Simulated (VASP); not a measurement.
# CdS (Pm-3m) in VASP: a series of runs, part 2 of 2

VASP 6.6.1.

## Step 3: Single point, PBEsol

The input, INCAR:

```
SYSTEM = CdS
PREC = Accurate
ENCUT = 520
EDIFF = 1E-7
ISMEAR = -1
SIGMA = 0.02
LREAL = .False.
LASPH = .True.
NELM = 100
ALGO = Normal
ISIF = 2
LWAVE = .False.
LCHARG = .False.
GGA = PS
NBANDS = 16
```

The input, KPOINTS:

```
Automatic mesh
0
Gamma
  6 6 6
  0 0 0
```

The input, POSCAR:

```
CdS
1.0
    3.3869086140      0.0000000000      0.0000000000
    0.0000000000      3.3869086140      0.0000000000
    0.0000000000      0.0000000000      3.3869086140
Cd S
1 1
Direct
    0.0000000000      0.0000000000      0.0000000000
    0.5000000000      0.5000000000      0.5000000000
```

Potentials or basis: VASP PAW PBE potentials, release 64 (Cd, S).

On the command line:

```console
$ cat potpaw_PBE.64/Cd/POTCAR potpaw_PBE.64/S/POTCAR > POTCAR
$ mpirun -np 1 vasp_std > vasp.out
```

OUTCAR:

```text
SYSTEM = CdS
   PREC = Accurate
   ENCUT = 520
   EDIFF = 1E-7
   ISMEAR = -1
   LREAL = .False.
   LASPH = .True.
   NELM = 100
   ISIF = 2
   GGA = PS

 ion  position               nearest neighbor table
   1  0.000  0.000  0.000-   2 2.93   2 2.93   2 2.93   2 2.93   2 2.93   2 2.93   2 2.93   2 2.93

   2  0.500  0.500  0.500-   1 2.93   1 2.93   1 2.93   1 2.93   1 2.93   1 2.93   1 2.93   1 2.93

  LATTYP: Found a simple cubic cell.
 ALAT       =     3.3869086140

  Lattice vectors:

 A1 = (   3.3869086140,   0.0000000000,   0.0000000000)
 A2 = (   0.0000000000,   3.3869086140,   0.0000000000)
 A3 = (   0.0000000000,   0.0000000000,   3.3869086140)

Analysis of symmetry for initial positions (statically):
=====================================================================
 Subroutine PRICEL returns:
 Original cell was already a primitive cell.

 Routine SETGRP: Setting up the symmetry group for a
 simple cubic supercell.

 Subroutine GETGRP returns: Found 48 space group operations
 (whereof 48 operations were pure point group operations)
 out of a pool of 48 trial point group operations.

The static configuration has the point symmetry O_h .

Analysis of symmetry for dynamics (positions and initial velocities):
=====================================================================
 Subroutine PRICEL returns:
 Original cell was already a primitive cell.

 Routine SETGRP: Setting up the symmetry group for a
 simple cubic supercell.

 Subroutine GETGRP returns: Found 48 space group operations
 (whereof 48 operations were pure point group operations)
 out of a pool of 48 trial point group operations.

The dynamic configuration has the point symmetry O_h .

 Subroutine INISYM returns: Found 48 space group operations
 (whereof 48 operations are pure point group operations),
 and found     1 'primitive' translations

----------------------------------------------------------------------------------------

[... 106 lines left out ...]
     AMIX     =   0.40;   BMIX     =  1.00
     AMIX_MAG =   1.60;   BMIX_MAG =  1.00
  volume/ion in A,a.u.               =      19.43       131.09
  Fermi-wavevector in a.u.,A,eV,Ry     =   1.266763  2.393836 21.833128  1.604690
  Thomas-Fermi vector in A             =   2.399947
   LORBIT       =      0    0 simple, 1 ext, 2 COOP (PROOUT), +10 PAW based schemes
   GGA     = PS    functional components
   LHFCALC =     F    Hartree Fock is set to
   AEXX    =    0.0000 exact exchange contribution
   IVDW    =     0    specifies the selected vdW correction
   LEPSILON=     F    determine dielectric tensor
   LRPA    =     F    only Hartree local field effects (RPA)
 non-spin polarized calculation
  energy-cutoff  :      520.00
  volume of cell :       38.85
 maximum number of plane-waves:      1068
 NGX is ok and might be reduce to    28
   NGX = 13   NGY = 13   NGZ = 13

 number of electron      17.9999993 magnetization

 Free energy of the ion-electron system (eV)
  ---------------------------------------------------
  ext. energy  EPLUGINS =         0.00000000
  ---------------------------------------------------
  free energy    TOTEN  =        -5.63752911 eV

  energy without entropy =       -5.63381514  energy(sigma->0) =       -5.63567213

 E-fermi :   4.0221     XC(G=0): -10.9903

 val. band max:        4.0220073734   @ k =   0.5000   0.5000   0.0000
 cond. band min:       4.1189938839   @ k =   0.5000   0.5000   0.3333
 fundamental gap:      0.0969865105
 Fermi energy:         4.0220977860

 k-point     1 :       0.0000    0.0000    0.0000
  band No.  band energies     occupation
      1      -9.5270      2.00000
      2      -4.8757      2.00000
      3      -4.8757      2.00000
      4      -4.2676      2.00000
      5      -4.2676      2.00000
      6      -4.2676      2.00000
[... 357 lines left out ...]
      3      -5.0113      2.00000
      4      -5.0113      2.00000
      5      -4.0537      2.00000
      6      -4.0537      2.00000
[... 8 lines left out ...]
     15      21.2378      0.00000
     16      21.2379      0.00000

------------------------ aborting loop because EDIFF is reached ----------------------------------------

  FORCE on cell =-STRESS in cart. coord.  units (eV):
  Direction    XX          YY          ZZ          XY          YZ          ZX
  --------------------------------------------------------------------------------------
  -------------------------------------------------------------------------------------
  Total       -0.5273594     -0.5273594     -0.5273594     -0.0000000     -0.0000000      0.0000000
  in kB      -21.7473738    -21.7473738    -21.7473738     -0.0000000     -0.0000000      0.0000000
  external PRESSURE =     -21.7473738 kB  Pullay stress =       0.0000000 kB

 VOLUME and BASIS-vectors are now :
 -----------------------------------------------------------------------------
  energy-cutoff  :      520.00
  volume of cell :       38.85
      direct lattice vectors                 reciprocal lattice vectors
     3.386908614  0.000000000  0.000000000     0.295254497  0.000000000  0.000000000
     0.000000000  3.386908614  0.000000000     0.000000000  0.295254497  0.000000000
     0.000000000  0.000000000  3.386908614     0.000000000  0.000000000  0.295254497

 POSITION                                       TOTAL-FORCE (eV/Angst)
 -----------------------------------------------------------------------------------
      0.00000      0.00000      0.00000         0.000000      0.000000      0.000000
      1.69345      1.69345      1.69345         0.000000      0.000000      0.000000
 -----------------------------------------------------------------------------------
    total drift:                               -0.000000      0.000000      0.000000

  FREE ENERGIE OF THE ION-ELECTRON SYSTEM (eV)
  ---------------------------------------------------
  free  energy   TOTEN  =        -5.6375291104 eV

  energy  without entropy=       -5.6338151399  energy(sigma->0) =       -5.63567213
```

OSZICAR:

```text
N       E                     dE             d eps       ncg     rms          rms(c)
DAV:   1     0.107401928300E+03    0.10740E+03   -0.92871E+03   664   0.107E+03
DAV:   2    -0.256684593894E+01   -0.10997E+03   -0.10213E+03   792   0.257E+02
DAV:   3    -0.636032606219E+01   -0.37935E+01   -0.37732E+01   768   0.491E+01
DAV:   4    -0.637641354304E+01   -0.16087E-01   -0.16087E-01   840   0.323E+00
DAV:   5    -0.637653295953E+01   -0.11942E-03   -0.11942E-03   760   0.276E-01    0.685E+00
DAV:   6    -0.566538890025E+01    0.71114E+00   -0.12410E+00   848   0.140E+01    0.607E+00
DAV:   7    -0.564620694618E+01    0.19182E-01   -0.12604E-01   720   0.284E+00    0.323E+00
DAV:   8    -0.563765207324E+01    0.85549E-02   -0.11460E-02   752   0.119E+00    0.163E-01
DAV:   9    -0.563750984004E+01    0.14223E-03   -0.42209E-04   824   0.252E-01    0.614E-02
DAV:  10    -0.563752590425E+01   -0.16064E-04   -0.88772E-05   688   0.810E-02    0.392E-02
DAV:  11    -0.563752918895E+01   -0.32847E-05   -0.46828E-06   808   0.221E-02    0.495E-03
DAV:  12    -0.563752911035E+01    0.78593E-07   -0.14270E-07   688   0.421E-03
   1 F= -.56375291E+01 E0= -.56356721E+01  d E =-.371397E-02
```

stdout:

```text
POSCAR found type information on POSCAR CdS
 POSCAR found :  2 types and       2 ions
 scaLAPACK will be used
 -----------------------------------------------------------------------------
|                                                                             |
|                                                                             |
|     You enforced a specific xc type in the INCAR file but a different       |
|     I HOPE YOU KNOW WHAT YOU ARE DOING!                                     |
|                                                                             |
 -----------------------------------------------------------------------------

 LDA part: xc-table for (Slater+PW92), standard interpolation
 POSCAR, INCAR and KPOINTS ok, starting setup
 FFT: planning ... GRIDC
 FFT: planning ... GRID_SOFT
 FFT: planning ... GRID
 WAVECAR not read
 entering main loop
```

Wall time 9.9 s (1 thread of Intel Xeon Platinum 8488C (Sapphire Rapids), shared host); peak memory 0.16 GiB.

What came out:

```yaml
Free_energy: -5.6375 eV
Pressure: -2.2 GPa
Band_gap_on_the_k_mesh: none (metal or under the smearing width)
```

Caveat: the PAW data sets were made with another functional, which shifts forces and pressure a little.
